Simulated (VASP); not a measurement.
Write the native input for VASP 6.6.1 that does the following.

```
Task                   : relaxation of cell and atoms
Functional             : r2SCAN
Dispersion             : rVV10
Potentials or basis    : VASP PAW PBE potentials, release 64 (B, N)
Cutoff                 : 600 eV
k mesh                 : 15 × 15 × 1
Occupations            : gaussian, width 0.03 eV
Spin                   : no spin polarisation
Further INCAR settings : ALGO = Normal; EDIFF = 1e-06; IBRION = 2; EDIFFG = -0.01; NSW = 90; ISIF = 3
```

The structure of BN lies in POSCAR:

```
BN
1.0
    2.4982400000      0.0000000000      0.0000000000
   -1.2491200000      2.1635393000      0.0000000000
    0.0000000000      0.0000000000     18.0000000000
B N
1 1
Direct
    0.6666666700      0.3333333300      0.5000000000
    0.3333333300      0.6666666700      0.5000000000
```

These files were run (other wordings do the same):

INCAR

```
PREC = Accurate
ENCUT = 600
EDIFF = 1E-6
ISMEAR = 0
SIGMA = 0.03
LREAL = F
LASPH = T
NELM = 120
ALGO = Normal
ISIF = 3
LWAVE = F
LCHARG = F
METAGGA = R2SCAN
LMIXTAU = T
LUSE_VDW = T
IVDW_NL = 2
BPARAM = 11.95
CPARAM = 0.0093
IBRION = 2
NSW = 90
EDIFFG = -0.01
LATTICE_CONSTRAINTS = .TRUE. .TRUE. .FALSE.
```

KPOINTS

```
regular mesh
0
Gamma
  15 15 1
```

Potentials or basis: VASP PAW PBE potentials, release 64 (B, N).

Command:

```bash
$ cat potpaw_PBE.64/B/POTCAR potpaw_PBE.64/N/POTCAR > POTCAR
$ mpirun -np 1 vasp_std > vasp.out
```

It gave:

```
Relaxed volume                         : 48.76 Å³/atom
Relaxed cell                           : a = 2.501 Å, b = 2.501 Å, c = 18.000 Å, α = 90.00°, β = 90.00°, γ = 120.00°
Space group after relaxing (to 0.05 Å) : P-6m2 (No. 187)
Energy gained by relaxing              : 0.1 meV/atom
Ionic steps                            : 3
Band gap on the k mesh                 : 5.20 eV, indirect (least direct gap 5.42 eV)
```

Caveat: the PAW data sets were made with another functional, which shifts forces and pressure a little.

Wall time 16 min on 1 thread of Intel(R) Xeon(R) Platinum 8375C CPU @ 2.90GHz (Ice Lake), with other jobs on the host, peak memory 0.46 GiB.
